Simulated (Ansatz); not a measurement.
# SnO2 (Pmmm) in Ansatz: further runs

Runs on SnO2. Level: PBE. Tasks: single point.

All numbers are computed with Ansatz 0.2.0; they aren't measurements. Logs are shortened: lines on timing, memory, paths and dates and some standing lists are left out, and cuts for length are marked.

## Step 1: The crystal as given

Symmetry: Pmmm, No. 47, orthorhombic system. The conventional cell has a = 3.023 Å, b = 4.965 Å, c = 5.977 Å, α = 90.00°, β = 90.00°, γ = 90.00°. Sn (site symmetry mmm) is surrounded by 4 O at 2.02 Å. O (site symmetry mm2) has 2 Sn at 2.02 Å as nearest neighbours.

The cell was built by a generator and needn't be a form met in nature.

## Step 2: Single point, PBE (strained by -2 %)

input.yaml

```yaml
crystal:
  lattice:
    - [3.02327, -0.0302327, 0.0]
    - [-0.0496468, 4.96468, 0.0]
    - [0.0, 0.0, 5.97696]
  atoms:
    - { symbol: Sn, position: [0.5, 0.5, 0.0] }
    - { symbol: O, position: [0.0, 0.5, 0.77572] }
    - { symbol: O, position: [0.0, 0.5, 0.22428] }
hamiltonian:
  xc: pbe
  pseudopotentials: { kind: paw }
kpoints:
  mp_grid: { grid: [9, 6, 5] }
scf:
  occupations: { method: fermi_dirac, width: 0.05 }
output:
  forces: true
  stress: true
  eigenvalues: true
  write_density: true
  write_potential: true
  elf: true
  volumetric_format: npy
```

Potentials or basis: Ansatz PAW.

Run with:

```console
$ ansatz run input.yaml --threads 2 --pin off --max-ram 5632MiB --backend cpu --events-out ev --progress --plain --runs-dir out
```

What it wrote:

```text
Warning: RAYON_NUM_THREADS=2 ignored (pool sized by the plan → 2); use --threads N
Engine: ansatz 0.2.0, aarch64-unknown-linux-gnu
Pseudopotentials: kind: paw
Pseudopotential: Sn, paw, valence charge 14, recommended cutoff 420 eV (normal), Sn.paw.azcp
Pseudopotential: O, paw, valence charge 6, recommended cutoff 420 eV (normal), O.paw.azcp
Functional definition: PBE
  parameter kappa = 0.804
  parameter beta = 0.06672455060314922
  exchange = pbe_x(kappa = kappa, mu = beta*pi^2/3)
  correlation = pbe_c(beta = beta)
Crystal: 3 atoms, lattice volume = 89.703 Å³
Basis set: ecut = 420 eV, 1731 PW (Γ), exchange–correlation on 48×72×80 points (8 copies of the dense FFT grid, shifted against one another)
Bands: 17, of which v1, the nominal top of the filled ones, is band 13 counted from 1 (12 counted from 0)
Symmetry: 4 space group operations
Space group: P2/m (ITA 10), of the structure as read, at distance tolerance 4.5e-5 Å
k-points: 84 of 270
Non-local potential: Sn, projectors of the file, l = 0: 2, l = 1: 2, l = 2: 2, l = 3: 2
Non-local potential: O, projectors of the file, l = 0: 2, l = 1: 2, l = 2: 1
PAW form: soft (Blöchl's): semilocal exchange-correlation on the pseudo side does not see the compensation charge
PAW one-centre angular grid: Sn, 590 points (default); XC on 64 Gauss nodes
PAW one-centre angular grid: O, 110 points (default); XC on 64 Gauss nodes
Initial density: superposition of atomic densities (neutral atoms: chi_scale 0, normalization atom), corrected by the library's trained network
Initial wavefunctions: pseudopotential atomic-orbital guess
Functional: x = pbe(κ = 0.804, μ = 0.2195149727645171), c = pbe(β = 0.06672455060314922)
SCF iter   1: F=—  HF=-7156.495441 eV  |F-HF|=—  |Δ(HF+E_count)|=         —  Δρ=4.19e-3  dr2=1.01e-2  ethr=1.77e-3  ⟨swp⟩=6.1  Hψ=8264  notcnv=0
preconditioner: auto → none  [insulator: Δε(μ)=1.295 eV  Ē_g=17.207 eV  σ=0.050 eV  W_gap=1.00  n_scr=12 (ndim 8)  ℏωp=20.0 eV  f_vac=0.452  D(μ)=0.00/eV (n_scr^D=0)  ε∞_Penn≈2.3]
SCF iter   2: F=—  HF=-7156.498646 eV  |F-HF|=—  |Δ(HF+E_count)|=   3.21e-3  Δρ=2.44e-3  dr2=3.49e-3  ethr=3.89e-5  ⟨swp⟩=2.5  Hψ=3203  notcnv=0
SCF iter   3: F=—  HF=-7156.499093 eV  |F-HF|=—  |Δ(HF+E_count)|=   4.47e-4  Δρ=1.23e-3  dr2=1.07e-3  ethr=1.34e-5  ⟨swp⟩=2.1  Hψ=2343  notcnv=0
SCF iter   4: F=—  HF=-7156.499149 eV  |F-HF|=—  |Δ(HF+E_count)|=   5.57e-5  Δρ=3.01e-4  dr2=5.15e-5  ethr=4.10e-6  ⟨swp⟩=2.0  Hψ=2110  notcnv=0
SCF iter   5: F=—  HF=-7156.499079 eV  |F-HF|=—  |Δ(HF+E_count)|=   7.03e-5  Δρ=5.22e-5  dr2=1.35e-6  ethr=1.98e-7  ⟨swp⟩=2.0  Hψ=2097  notcnv=0
SCF iter   6: F=-7156.499081 eV  HF=-7156.499081 eV  |F-HF|=1.14e-8  |Δ(HF+E_count)|=   2.30e-6  Δρ=6.08e-6  dr2=3.14e-8  ethr=3.85e-10  ⟨swp⟩=9.4  Hψ=11601  notcnv=0
SCF 1 converged in 6 iterations: F = -7156.499081 eV  dr2 = 3.14e-8
WARN: The input density's exchange-correlation potential varies sharply where the density is thin. Do not read a vacuum level from v_tot or v_xc, or from such a field of the output density. On a cell that repeats whose density bears no net charge and no dipole along the vacuum's axis use v_es (v_loc + v_h of the components); under efield.dipole_correction with no amplitude use v_es + v_field, which holds any external_charges[].barrier, or the levels of the report's work_function block, which leave it out; under a non-zero efield.amplitude the vacuum is tilted and has no level; on a cell that repeats and bears such a dipole with no correction it is tilted too, and efield.dipole_correction with no amplitude gives each side of its ramp a level where efield: is served; in a cell that repeats whose density bears a net charge (total_charge, or a fill off its count) it is curved and has none; of a slab under crystal.periodic whose density bears no net charge use v_es, which has a level on each side, short of where the two are joined; of another it falls or rises all the way out and has none; of a slab beside external_charges read slab_vacuum_level instead, which it has where they leave it neutral. The grid or the basis barely resolves most such structure, and the values can differ between equally converged runs; as a rule a tighter scf.convergence.dr2_threshold does not remove it. Where the density itself ripples (under the LDA too) a higher basis.ecutwfc lessens it. The files hold the spikes' plane waves up to the density's cutoff. Files: v_tot and the like, and their columns of v_z.tsv (output.write_potential); v_xc and the like, and their columns of v_comp_z.tsv (output.write_potential_components); where files of the output density stand in their place, no point of their own thin density is over the threshold below, and this is of outcome.potential() and, of a run that writes arrays (npy), the arrays of these names. Measured: with its Gaussian average of σ = 0.25 Å subtracted twice, the exchange-correlation potential is over 0.1 eV at 1110 of the grid points where the equally averaged density (valence and model cores) is under 1e-3 e/Å³, and 1.85 eV at the most among them, at an averaged density of 4.0e-4 e/Å³. See output.write_potential in the manual, Limitations
SCF converged after 6 iterations
Free energy (F): -7156.499081 eV
Harris-Foulkes:  -7156.499081 eV  (|F-HF|=1.14e-8)
Internal energy: -7156.499081 eV  (E = F + TS)
E sigma→0 (E₀):  -7156.499081 eV
Entropy (-TS):   -0.000000 eV (-0.000 meV/atom)
Fermi energy:    0.721082 eV
--- Per-component energies (eV) ---
  E_band       = -301.282938
  E_kinetic    = 533.353552
  E_local      = -3371.281477  (includes V_loc(G=0)·N_el)
  E_nonlocal   = 65.930028
  E_hartree    = 1593.468111
  E_xc         = -526.302806
  E_vxc        = -279.709472  (∫ρ·V_xc dr)
  E_paw        = -4458.583029  (= ΣΔE_a)
  E_vpaw       = -436.514552  (= ΣTr[D̂ρ^β])
  E_aug_tail   = 0.004694  (compensation charges beyond the density's cutoff)
  E_ewald      = -993.088154
  E_smearing   = -0.000000  (= −TS)
  E_closure    = -0.000000  (closes the sum)
  Σ components = -7156.499081   (vs F -7156.499081, Δ=0.00e0)
--- Forces (eV/Å), atoms counted from 1 ---
  atom   1  Sn     0.00000000     0.00000000     0.00000000
  atom   2  O      0.00000000     0.00000000     0.00123965
  atom   3  O      0.00000000     0.00000000    -0.00123965
  max |Σ_I F_I| component: 0.00e0 eV/Å
--- Stress (GPa, compression-positive) ---
        0.451523      -0.015927       0.000000
       -0.015927       0.512146      -0.000000
        0.000000      -0.000000       0.436896
  P = ⅓ Tr σ = 0.4669 GPa (4.669 kbar)
--- Band table (eV; the first three rows and the last of 84) ---
  k-point 0: bands = ["-21.3077", "-20.5598", "-20.4864", "-20.4024", "-20.3955", "-17.1210", "-16.5807", "-4.8908", "-2.7754", "-2.2801", "-0.9632", "-0.7802", "-0.5477", "1.3146", "4.7097", "6.3976", "6.8062"]
  k-point 1: bands = ["-21.3072", "-20.5598", "-20.4864", "-20.4023", "-20.3955", "-17.1125", "-16.5931", "-4.8266", "-2.7597", "-2.2735", "-0.9913", "-0.9675", "-0.5572", "1.4770", "4.7216", "5.9485", "6.9639"]
  k-point 2: bands = ["-21.3064", "-20.5598", "-20.4864", "-20.4022", "-20.3955", "-17.0979", "-16.6141", "-4.7149", "-2.7332", "-2.2630", "-1.2461", "-1.0378", "-0.5730", "1.7176", "4.7405", "5.4616", "7.1204"]
  k-point 83: bands = ["-21.3090", "-20.7298", "-20.6350", "-20.5332", "-20.1186", "-16.9628", "-14.7753", "-6.6423", "-3.9979", "-3.1544", "-1.2184", "-0.8532", "-0.3635", "3.4284", "4.0681", "7.1689", "9.1625"]
```

rho_z.tsv:

```text
# z_ang	rho[e/angstrom^3]
# format = ansatz-planar-average/11
# lattice	3.023270000	-0.030232700	0.000000000
# lattice	-0.049646800	4.964680000	0.000000000
# lattice	0.000000000	0.000000000	5.976960000
# sites	3
# site	50	1.486811600	2.467223650	0.000000000
# site	8	-0.024823400	2.482340000	4.636447411
# site	8	-0.024823400	2.482340000	1.340512589
0.000000	8.579412e-1
0.149424	7.879307e-1
0.298848	6.200482e-1
0.448272	4.429498e-1
0.597696	3.245434e-1
0.747120	2.856996e-1
[... 32 lines left out ...]
5.678112	6.200482e-1
5.827536	7.879307e-1
```

v_z.tsv:

```text
# z_ang	v_es[eV]	v_tot[eV]
# format = ansatz-planar-average/11
# xc	pbe
# density_cutoff_ev	1680
# datasets	Sn=:simpson_from_first_knot:soft	O=:simpson_from_first_knot:soft
# lattice	3.023270000	-0.030232700	0.000000000
# lattice	-0.049646800	4.964680000	0.000000000
# lattice	0.000000000	0.000000000	5.976960000
# sites	3
# site	50	1.486811600	2.467223650	0.000000000
# site	8	-0.024823400	2.482340000	4.636447411
# site	8	-0.024823400	2.482340000	1.340512589
0.000000	1.561992e-1	-9.503447e0
0.149424	-7.701859e-2	-9.583978e0
0.298848	-5.935843e-1	-9.715546e0
0.448272	-1.030427e0	-9.658366e0
0.597696	-9.935251e-1	-9.183247e0
0.747120	-7.731576e-1	-8.711022e0
[... 32 lines left out ...]
5.678112	-5.935843e-1	-9.715546e0
5.827536	-7.701859e-2	-9.583978e0
```

It took 4.2 s on 2 threads of Arm Neoverse V2, shared host; peak memory 0.4 GiB.

Results:

| Quantity | Value |
| --- | --- |
| Free energy | -7156.4991 eV |
| Pressure | 0.5 GPa |
| Band gap on the k mesh | 1.31 eV, indirect (least direct gap 1.86 eV) |

Caveat: odd divisions of the mesh miss points on the zone boundary, where band edges often lie, so the gap on the mesh can be too wide; the pressure holds a Pulay correction of +0.3 GPa for the finite cutoff; spin-orbit coupling is left out, which moves the levels of the heavy elements. A k mesh can miss the band edges.

## Step 3: Single point, PBE (strained by -1 %)

input.yaml: that of step 2 with these lines changed.

```diff
@@ -2,4 +2,4 @@
   lattice:
-    - [3.02327, -0.0302327, 0.0]
-    - [-0.0496468, 4.96468, 0.0]
+    - [3.02327, -0.01511635, 0.0]
+    - [-0.0248234, 4.96468, 0.0]
     - [0.0, 0.0, 5.97696]
```

Potentials or basis: Ansatz PAW.

Run with:

```console
$ ansatz run input.yaml --threads 2 --pin off --max-ram 5632MiB --backend cpu --events-out ev --progress --plain --runs-dir out
```

What it wrote:

```text
Warning: RAYON_NUM_THREADS=2 ignored (pool sized by the plan → 2); use --threads N
Engine: ansatz 0.2.0, aarch64-unknown-linux-gnu
Pseudopotentials: kind: paw
Pseudopotential: Sn, paw, valence charge 14, recommended cutoff 420 eV (normal), Sn.paw.azcp
Pseudopotential: O, paw, valence charge 6, recommended cutoff 420 eV (normal), O.paw.azcp
Functional definition: PBE
  parameter kappa = 0.804
  parameter beta = 0.06672455060314922
  exchange = pbe_x(kappa = kappa, mu = beta*pi^2/3)
  correlation = pbe_c(beta = beta)
Crystal: 3 atoms, lattice volume = 89.709 Å³
Basis set: ecut = 420 eV, 1721 PW (Γ), exchange–correlation on 48×72×80 points (8 copies of the dense FFT grid, shifted against one another)
Bands: 17, of which v1, the nominal top of the filled ones, is band 13 counted from 1 (12 counted from 0)
Symmetry: 4 space group operations
Space group: P2/m (ITA 10), of the structure as read, at distance tolerance 4.5e-5 Å
k-points: 84 of 270
Non-local potential: Sn, projectors of the file, l = 0: 2, l = 1: 2, l = 2: 2, l = 3: 2
Non-local potential: O, projectors of the file, l = 0: 2, l = 1: 2, l = 2: 1
PAW form: soft (Blöchl's): semilocal exchange-correlation on the pseudo side does not see the compensation charge
PAW one-centre angular grid: Sn, 590 points (default); XC on 64 Gauss nodes
PAW one-centre angular grid: O, 110 points (default); XC on 64 Gauss nodes
Initial density: superposition of atomic densities (neutral atoms: chi_scale 0, normalization atom), corrected by the library's trained network
Initial wavefunctions: pseudopotential atomic-orbital guess
Functional: x = pbe(κ = 0.804, μ = 0.2195149727645171), c = pbe(β = 0.06672455060314922)
SCF iter   1: F=—  HF=-7156.495460 eV  |F-HF|=—  |Δ(HF+E_count)|=         —  Δρ=4.19e-3  dr2=1.01e-2  ethr=1.77e-3  ⟨swp⟩=6.1  Hψ=8260  notcnv=0
preconditioner: auto → none  [insulator: Δε(μ)=1.296 eV  Ē_g=17.207 eV  σ=0.050 eV  W_gap=1.00  n_scr=12 (ndim 8)  ℏωp=20.0 eV  f_vac=0.451  D(μ)=0.00/eV (n_scr^D=0)  ε∞_Penn≈2.3]
SCF iter   2: F=—  HF=-7156.498621 eV  |F-HF|=—  |Δ(HF+E_count)|=   3.16e-3  Δρ=2.44e-3  dr2=3.53e-3  ethr=3.89e-5  ⟨swp⟩=2.5  Hψ=3216  notcnv=0
SCF iter   3: F=—  HF=-7156.499037 eV  |F-HF|=—  |Δ(HF+E_count)|=   4.15e-4  Δρ=1.23e-3  dr2=1.06e-3  ethr=1.36e-5  ⟨swp⟩=2.1  Hψ=2342  notcnv=0
SCF iter   4: F=—  HF=-7156.499102 eV  |F-HF|=—  |Δ(HF+E_count)|=   6.56e-5  Δρ=3.14e-4  dr2=5.73e-5  ethr=4.09e-6  ⟨swp⟩=2.0  Hψ=2112  notcnv=0
SCF iter   5: F=—  HF=-7156.499032 eV  |F-HF|=—  |Δ(HF+E_count)|=   7.00e-5  Δρ=5.42e-5  dr2=1.48e-6  ethr=2.20e-7  ⟨swp⟩=2.0  Hψ=2099  notcnv=0
SCF iter   6: F=-7156.499035 eV  HF=-7156.499035 eV  |F-HF|=1.49e-8  |Δ(HF+E_count)|=   2.34e-6  Δρ=6.27e-6  dr2=3.08e-8  ethr=3.85e-10  ⟨swp⟩=9.4  Hψ=11665  notcnv=0
SCF 1 converged in 6 iterations: F = -7156.499035 eV  dr2 = 3.08e-8
WARN: The input density's exchange-correlation potential varies sharply where the density is thin. Do not read a vacuum level from v_tot or v_xc, or from such a field of the output density. On a cell that repeats whose density bears no net charge and no dipole along the vacuum's axis use v_es (v_loc + v_h of the components); under efield.dipole_correction with no amplitude use v_es + v_field, which holds any external_charges[].barrier, or the levels of the report's work_function block, which leave it out; under a non-zero efield.amplitude the vacuum is tilted and has no level; on a cell that repeats and bears such a dipole with no correction it is tilted too, and efield.dipole_correction with no amplitude gives each side of its ramp a level where efield: is served; in a cell that repeats whose density bears a net charge (total_charge, or a fill off its count) it is curved and has none; of a slab under crystal.periodic whose density bears no net charge use v_es, which has a level on each side, short of where the two are joined; of another it falls or rises all the way out and has none; of a slab beside external_charges read slab_vacuum_level instead, which it has where they leave it neutral. The grid or the basis barely resolves most such structure, and the values can differ between equally converged runs; as a rule a tighter scf.convergence.dr2_threshold does not remove it. Where the density itself ripples (under the LDA too) a higher basis.ecutwfc lessens it. The files hold the spikes' plane waves up to the density's cutoff. Files: v_tot and the like, and their columns of v_z.tsv (output.write_potential); v_xc and the like, and their columns of v_comp_z.tsv (output.write_potential_components); where files of the output density stand in their place, no point of their own thin density is over the threshold below, and this is of outcome.potential() and, of a run that writes arrays (npy), the arrays of these names. Measured: with its Gaussian average of σ = 0.25 Å subtracted twice, the exchange-correlation potential is over 0.1 eV at 1108 of the grid points where the equally averaged density (valence and model cores) is under 1e-3 e/Å³, and 1.88 eV at the most among them, at an averaged density of 4.0e-4 e/Å³. See output.write_potential in the manual, Limitations
SCF converged after 6 iterations
Free energy (F): -7156.499035 eV
Harris-Foulkes:  -7156.499035 eV  (|F-HF|=1.49e-8)
Internal energy: -7156.499035 eV  (E = F + TS)
E sigma→0 (E₀):  -7156.499035 eV
Entropy (-TS):   -0.000000 eV (-0.000 meV/atom)
Fermi energy:    0.720814 eV
--- Per-component energies (eV) ---
  E_band       = -301.293889
  E_kinetic    = 533.356706
  E_local      = -3371.625051  (includes V_loc(G=0)·N_el)
  E_nonlocal   = 65.930461
  E_hartree    = 1593.633564
  E_xc         = -526.303641
  E_vxc        = -279.710631  (∫ρ·V_xc dr)
  E_paw        = -4458.583878  (= ΣΔE_a)
  E_vpaw       = -436.515680  (= ΣTr[D̂ρ^β])
  E_aug_tail   = 0.004701  (compensation charges beyond the density's cutoff)
  E_ewald      = -992.911899
  E_smearing   = -0.000000  (= −TS)
  E_closure    = 0.000000  (closes the sum)
  Σ components = -7156.499035   (vs F -7156.499035, Δ=0.00e0)
--- Forces (eV/Å), atoms counted from 1 ---
  atom   1  Sn     0.00000000     0.00000000     0.00000000
  atom   2  O      0.00000000     0.00000000     0.00068888
  atom   3  O      0.00000000     0.00000000    -0.00068888
  max |Σ_I F_I| component: 0.00e0 eV/Å
--- Stress (GPa, compression-positive) ---
        0.460283      -0.008234       0.000000
       -0.008234       0.512889       0.000000
        0.000000       0.000000       0.439534
  P = ⅓ Tr σ = 0.4709 GPa (4.709 kbar)
--- Band table (eV; the first three rows and the last of 84) ---
  k-point 0: bands = ["-21.3082", "-20.5600", "-20.4866", "-20.4027", "-20.3957", "-17.1216", "-16.5813", "-4.8912", "-2.7762", "-2.2804", "-0.9637", "-0.7806", "-0.5476", "1.3146", "4.7091", "6.3977", "6.8054"]
  k-point 1: bands = ["-21.3077", "-20.5601", "-20.4867", "-20.4026", "-20.3958", "-17.1131", "-16.5938", "-4.8270", "-2.7604", "-2.2739", "-0.9919", "-0.9681", "-0.5575", "1.4769", "4.7210", "5.9484", "6.9631"]
  k-point 2: bands = ["-21.3069", "-20.5601", "-20.4867", "-20.4026", "-20.3958", "-17.0984", "-16.6148", "-4.7153", "-2.7340", "-2.2633", "-1.2467", "-1.0384", "-0.5732", "1.7175", "4.7399", "5.4614", "7.1196"]
  k-point 83: bands = ["-21.3096", "-20.7301", "-20.6353", "-20.5335", "-20.1189", "-16.9634", "-14.7755", "-6.6427", "-3.9986", "-3.1550", "-1.2200", "-0.8538", "-0.3638", "3.4247", "4.0724", "7.1716", "9.1671"]
```

rho_z.tsv:

```text
# z_ang	rho[e/angstrom^3]
# format = ansatz-planar-average/11
# lattice	3.023270000	-0.015116350	0.000000000
# lattice	-0.024823400	4.964680000	0.000000000
# lattice	0.000000000	0.000000000	5.976960000
# sites	3
# site	50	1.499223300	2.474781825	0.000000000
# site	8	-0.012411700	2.482340000	4.636447411
# site	8	-0.012411700	2.482340000	1.340512589
0.000000	8.578761e-1
0.149424	7.878709e-1
0.298848	6.200011e-1
0.448272	4.429158e-1
0.597696	3.245185e-1
0.747120	2.856780e-1
[... 32 lines left out ...]
5.678112	6.200011e-1
5.827536	7.878709e-1
```

Wall time 4.2 s (2 threads of Arm Neoverse V2, shared host); peak memory 0.4 GiB.

What came out:

* Free energy: -7156.4990 eV
* Pressure: 0.5 GPa
* Band gap on the k mesh: 1.31 eV, indirect (least direct gap 1.86 eV)

Caveat: odd divisions of the mesh miss points on the zone boundary, where band edges often lie, so the gap on the mesh can be too wide; the pressure holds a Pulay correction of +0.3 GPa for the finite cutoff; spin-orbit coupling is left out, which moves the levels of the heavy elements. A k mesh can miss the band edges.

## Step 4: Single point, PBE

input.yaml: that of step 3 with these lines changed.

```diff
@@ -2,4 +2,4 @@
   lattice:
-    - [3.02327, -0.01511635, 0.0]
-    - [-0.0248234, 4.96468, 0.0]
+    - [3.02327, 0.0, 0.0]
+    - [0.0, 4.96468, 0.0]
     - [0.0, 0.0, 5.97696]
@@ -20,5 +20 @@
   eigenvalues: true
-  write_density: true
-  write_potential: true
-  elf: true
-  volumetric_format: npy
```

Run with:

```console
$ ansatz run input.yaml --threads 2 --pin off --max-ram 5632MiB --backend cpu --events-out ev --progress --plain --runs-dir out
```

Wall time 2.3 s (2 threads of Arm Neoverse V2, shared host); peak memory 0.37 GiB.

It converged, with:

```yaml
Free_energy: -7156.4990 eV
Pressure: 0.5 GPa
Band_gap_on_the_k_mesh: 1.31 eV, indirect (least direct gap 1.86 eV)
```

Levels at points of the mesh, in eV from the valence-band top:
```
            k point  band 11  band 12  band 13  band 14  band 15  band 16
 (0.00, 0.00, 0.00)    -0.97    -0.78    -0.55     1.31     4.71     6.40
(0.00, -0.50, 0.00)    -1.06    -0.78    -0.55     2.08     3.25     7.37
```

Caveat: odd divisions of the mesh miss points on the zone boundary, where band edges often lie, so the gap on the mesh can be too wide; the pressure holds a Pulay correction of +0.3 GPa for the finite cutoff; spin-orbit coupling is left out, which moves the levels of the heavy elements.

## Step 5: The runs side by side

| cell | gap on the mesh (eV) | pressure (GPa) |
| --- | --- | --- |
| strained by -2 % | 1.31 | 0.5 |
| strained by -1 % | 1.31 | 0.5 |
| as given | 1.31 | 0.5 |

Alike in all rows: task single point; level PBE; potentials or basis Ansatz PAW; no spin polarisation; k mesh 9 × 6 × 5; cutoff (eV) 420; smearing fermi-dirac 0.05 eV.

Caveats: odd divisions of the mesh miss points on the zone boundary, where band edges often lie, so the gap on the mesh can be too wide; spin-orbit coupling is left out, which moves the levels of the heavy elements.

Total energies depend on the potentials used, so only differences within one code and one set of settings carry meaning.
